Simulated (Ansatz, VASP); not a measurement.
Fe: VASP beside Ansatz

INCAR

```
PREC = Accurate ; ENCUT = 520
EDIFF = 1E-6 ; ISMEAR = 0
SIGMA = 0.1 ; LREAL = F
LASPH = T ; NELM = 150
ALGO = Fast ; ISIF = 2
LWAVE = F ; LCHARG = F
ISPIN = 2 ; MAGMOM = 4
LORBIT = 11 ; LMAXMIX = 4
GGA = PS ; NBANDS = 14
```

KPOINTS

```
regular mesh
0
Gamma
  8 8 8
```

POSCAR

```
Fe
1.0
    0.0000000000      1.9417396906      1.9651051623
    1.4984397099      0.0000000000      1.9651051623
    1.4984397099      1.9417396906      0.0000000000
Fe
1
Direct
    0.0000000000      0.0000000000      0.0000000000
```

Input for Ansatz:

```yaml
crystal:
  lattice:
    - [0.0, 1.9417396906, 1.9651051623]
    - [1.4984397099, 0.0, 1.9651051623]
    - [1.4984397099, 1.9417396906, 0.0]
  atoms:
    - { symbol: Fe, position: [0.0, 0.0, 0.0], spin: 4.0 }
basis:
  ecutwfc: 420
kpoints:
  mp_grid: { grid: [8, 8, 8] }
hamiltonian:
  xc: pbesol
scf:
  occupations: { method: gaussian, width: 0.1 }
  lower_state_search: "off"
output:
  forces: true
  stress: true
  eigenvalues: true
  populations: true
magnetization:
  spin_polarized: true
```

Alike in both runs: task single point; functional PBEsol; k mesh 8 × 8 × 8; occupations gaussian, width 0.1 eV; collinear spin.

|  | VASP | Ansatz |
| --- | --- | --- |
| version | VASP 6.6.1 | Ansatz 0.2.0 |
| potentials or method | VASP PAW PBE potentials, release 64 (Fe) | scalar-relativistic, plane waves, PAW |
| plane-wave cutoff (eV) | 520 | 420 |
| valence electrons in the cell | 8 | 16 |

```csv
,VASP,Ansatz,Ansatz less VASP
gap on the k mesh at the Fermi level (eV),none,none,-
pressure (GPa),-8.3,-8.5,-0.17
largest component of the traceless stress (GPa),5.02,5.03,+0.008
net moment per atom (μB),2.27,2.25,-0.022
size of the moment on the site where the two differ most (μB),2.27,2.29,+0.025
```

Site moments also hang on the region over which each program counts them. A gap of «none» marks a metal or a gap that the smearing closes. The two sets of potentials don't hold the same shells in valence.

Caveats: the k mesh is coarse (spacing up to 0.39 Å⁻¹), so the values aren't converged; the PAW data sets were made with another functional, which shifts forces and pressure a little (VASP).
